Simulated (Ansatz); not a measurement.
**C₅H₅N (singlet): from Hartree-Fock to the top rungs, STO-3G**

How much of the correlation energy of C₅H₅N (singlet) does each wave-function method recover here?

Computed with Ansatz 0.2.0, Gaussian basis. Level: STO-3G, core rule «outside noble gas», up to 6 orbitals frozen.

The runs, in order: UHF; CCSD(T) on RHF; CCSD(T) on UHF; BCCD(T) on RHF; CISD; CCSDT(Q) on RHF; CCSDT(Q) on UHF; CISDTQ; CCSDTQ on RHF; CCSDTQ on UHF; CASSCF and MRCISD+Q, 8 electrons in 8 orbitals; CASSCF and NEVPT2, 8 electrons in 8 orbitals.

24 further runs of the same task are left out: 2 that didn't finish, 22 set aside as unsound or not needed.

### 1 What is computed

The geometry is an MP2(full)/6-31G* stationary point (not a proven minimum).

11 atoms, charge 0, spin multiplicity 1.

Atoms are counted from 1 here; the program's logs count them from 0.

Bond lengths: N1–C3 1.344 Å, N1–C4 1.344 Å, C2–C5 1.393 Å, C2–C6 1.393 Å, C2–H7 1.087 Å, C3–C6 1.394 Å, C3–H8 1.088 Å, C4–C5 1.394 Å, C4–H9 1.088 Å, C5–H10 1.086 Å, C6–H11 1.086 Å. Angles: C3–N1–C4 116.8°, C5–C2–C6 118.4°, C5–C2–H7 120.8°, C6–C2–H7 120.8°, N1–C3–C6 123.8°, N1–C3–H8 115.7°, C6–C3–H8 120.5°, N1–C4–C5 123.8°, N1–C4–H9 115.7°, C5–C4–H9 120.5°, C2–C5–C4 118.7°, C2–C5–H10 121.2°, C4–C5–H10 120.2°, C2–C6–C3 118.7°, C2–C6–H11 121.2°, C3–C6–H11 120.2°.

### 2 UHF

in.yaml reads:

```yaml
crystal:
  periodic: [false, false, false]
  atoms:
    - {symbol: N, position_ang: [0.000000, 0.000000, 1.396829]}
    - {symbol: C, position_ang: [0.000000, 0.000000, -1.414021]}
    - {symbol: C, position_ang: [0.000000, 1.144277, 0.692463]}
    - {symbol: C, position_ang: [0.000000, -1.144277, 0.692463]}
    - {symbol: C, position_ang: [0.000000, -1.196404, -0.700760]}
    - {symbol: C, position_ang: [0.000000, 1.196404, -0.700760]}
    - {symbol: H, position_ang: [0.000000, 0.000000, -2.500895]}
    - {symbol: H, position_ang: [0.000000, 2.060723, 1.279634]}
    - {symbol: H, position_ang: [0.000000, -2.060723, 1.279634]}
    - {symbol: H, position_ang: [0.000000, -2.155293, -1.210946]}
    - {symbol: H, position_ang: [0.000000, 2.155293, -1.210946]}
basis:
  gaussian: {orbitals: STO-3G}
magnetization: {spin_polarized: true, initial_magnetization: 0}
hamiltonian: {xc: hf}
output: {orbitals: {seedname: orbitals}}
```

Started as:

```sh
$ ansatz run in.yaml --threads 1 --pin off --events-out ev --progress --plain --max-ram 3956MiB --backend cpu
```

After this run come: CCSD(T) on RHF; CCSD(T) on UHF; BCCD(T) on RHF; CISD; CCSDT(Q) on RHF; CCSDT(Q) on UHF; CISDTQ; CCSDTQ on RHF; CCSDTQ on UHF; CASSCF and MRCISD+Q, 8 electrons in 8 orbitals; CASSCF and NEVPT2, 8 electrons in 8 orbitals.

Before running them: what should the planned runs give, taken together? Wanted: RCCSDTQ below the RHF energy; RMP2 from RCCSDTQ; UMP2 from RCCSDTQ; RCCSD from RCCSDTQ; RCCSD(T) from RCCSDTQ; UCCSD(T) from RCCSDTQ; RCCSDT(Q) from RCCSDTQ; UCCSDT(Q) from RCCSDTQ; NEVPT2 frontier from RCCSDTQ.

The runs gave:

```
                         quantity                                                     value
     RCCSDTQ below the RHF energy                                               -11.6090 eV
                RMP2 from RCCSDTQ                                           +49.55 kcal/mol
                UMP2 from RCCSDTQ                                           +85.61 kcal/mol
               RCCSD from RCCSDTQ                                            +6.64 kcal/mol
            RCCSD(T) from RCCSDTQ                                            +0.89 kcal/mol
            UCCSD(T) from RCCSDTQ                                            +4.93 kcal/mol
           RCCSDT(Q) from RCCSDTQ                                            +0.02 kcal/mol
           UCCSDT(Q) from RCCSDTQ                                            -0.15 kcal/mol
     NEVPT2 frontier from RCCSDTQ                                           +39.38 kcal/mol
   MRCISD+Q frontier from RCCSDTQ                                            +4.05 kcal/mol
levels within 1 kcal/mol (43 meV)  RCCSD(T), BCCD(T), RCCSDT, RCCSDT(Q), UCCSDT(Q), UCCSDTQ
                    T1 diagnostic                                                     0.005
```

What this shows: RCCSD(T) misses by +0.89 kcal/mol, 0.3 % of the correlation energy. CCSD(T) misses by +0.89 kcal/mol on the restricted determinant and by +4.93 kcal/mol on the unrestricted one; the two need not hold the same state or core. Of the multireference levels listed MRCISD+Q frontier comes nearest in total energy (+4.05 kcal/mol), which doesn't show that its space is the better one. These misses are within one basis, not against nature.
